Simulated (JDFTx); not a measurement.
NaCl:

```
CELL_PARAMETERS angstrom
0.00000 2.79406 2.79406
2.79406 0.00000 2.79406
2.79406 2.79406 0.00000
ATOMIC_POSITIONS crystal
Cl 0.50000 0.50000 0.50000
Na 0.00000 0.00000 0.00000
```

The cell is a database's computed one.

Program: JDFTx 1.7.0 (patched build). Alike in all runs: no spin polarisation; cell as given; k mesh 8 × 8 × 8; smearing fermi-dirac 0.05 eV. Hardware: 1 thread of Arm Neoverse V1 (shared host).

Question: Order these runs on this cell by their wall time, lowest first.
A. task band structure; level PBEsol; potentials or basis PseudoDojo-SR-PBEsol-0.4.1-standard with smoothed tails; cutoff (eV) 1197; max SCF steps 30; SCF threshold on the energy 1e-06 Ha; solver of the electrons minimize; further solve for the empty bands no; local potential set to -Z/r beyond 6 bohr
B. task single point; level TASK; potentials or basis SG15-PBE-1.2; cutoff (eV) 1088; max SCF steps 100; SCF threshold on the energy 1e-09 Ha; solver of the electrons scf; further solve for the empty bands yes
C. task single point; level LDA; potentials or basis PseudoDojo-SR-LDA-0.4.1-standard with smoothed tails; cutoff (eV) 1197; max SCF steps 100; SCF threshold on the energy 1e-09 Ha; solver of the electrons scf; further solve for the empty bands yes; local potential set to -Z/r beyond 6 bohr
D. task single point; level SCAN; potentials or basis SG15-PBE-1.2; cutoff (eV) 1088; max SCF steps 100; SCF threshold on the energy 1e-09 Ha; solver of the electrons scf; further solve for the empty bands yes

Answer: A (47 s), C (100 s), B (450 s), D (1100 s).

Not every run made on this cell is shown here.
